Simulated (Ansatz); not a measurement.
**Calculated field gradients at the nuclei for TiO2**

The cell is a COD entry whose atoms were relaxed with PBE, the cell held.

Space group Pbcn (No. 60); a = 4.5150, b = 5.4970, c = 4.9390 Å.

| site | Wyckoff | site symmetry | x | y | z |
| --- | --- | --- | --- | --- | --- |
| Ti | 4c | .2. | 0.0000 | 0.1745 | 0.2500 |
| O | 8d | 1 | 0.2704 | 0.3819 | 0.4197 |

One atom of each set is listed.

Computed with Ansatz: DFT, PBE, plane waves and PAW (field gradients read without the response of the frozen cores, which leaves them typically 4 to 6 % off), scalar-relativistic, 420 eV cutoff, Γ-centred 5×5×5 k-points, Fermi–Dirac smearing 0.02 eV.

Conventions: |V_zz| ≥ |V_yy| ≥ |V_xx|, η = (V_xx − V_yy)/V_zz, C_Q = eQV_zz/h.

49Ti: I = 7/2, Q = 247.0 mb; O-17: I = 5/2, Q = -25.58 mb. Quadrupole moments are those of Pyykkö's year-2017 table.

| site | atoms | first shell | V_zz (10²¹ V/m²) | η | C_Q (MHz) |
| --- | --- | --- | --- | --- | --- |
| Ti | 4 | 6 O at 1.87–2.09 Å | 2.73 | 0.69 | 16.3 |
| O | 8 | 3 Ti at 1.87–2.09 Å; also 1 Ti at 3.18 Å | -2.82 | 0.50 | 1.74 |

At this cell the PBE pressure is 5 GPa, so with PBE the cell would grow if it were relaxed.
